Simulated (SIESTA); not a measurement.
Crystal: Cu2O (Cuprite).

```
Cu O
1.0
     4.26000    0.00000    0.00000
     0.00000    4.26000    0.00000
     0.00000    0.00000    4.26000
Cu O
4 2
Direct
  0.75000 0.25000 0.75000
  0.75000 0.75000 0.25000
  0.25000 0.75000 0.75000
  0.25000 0.25000 0.25000
  0.50000 0.50000 0.50000
  0.00000 0.00000 0.00000
```

Base run:

| Property | Result |
| --- | --- |
| Program | SIESTA 5.4.2 |
| Functional | vdW-DF |
| Potentials or basis | PseudoDojo 0.4 standard (PBE files) |
| Basis | DZP (energy shift 0.002 Ry) |
| Grid cutoff | 800 Ry |
| Energy shift | 0.002 Ry |
| k mesh | 6 × 6 × 6 |
| Occupations | fermi-dirac, width 0.05 eV |
| Spin | no spin polarisation |

Its results: band gap on the k mesh 0.60 eV, direct; pressure 10.5 GPa.

Q: The run is repeated on the same cell with these changes: functional from vdW-DF to BLYP. What comes out?

A: Band gap on the k mesh 0.60 eV, direct; pressure 9.1 GPa.

Caveats: semicore shells carry a single zeta, which can move pressures by several GPa and volumes by a few percent; the potentials were made for another functional, which shifts forces and pressure; the basis of atomic orbitals isn't converged, which shifts pressures, moduli and gaps.
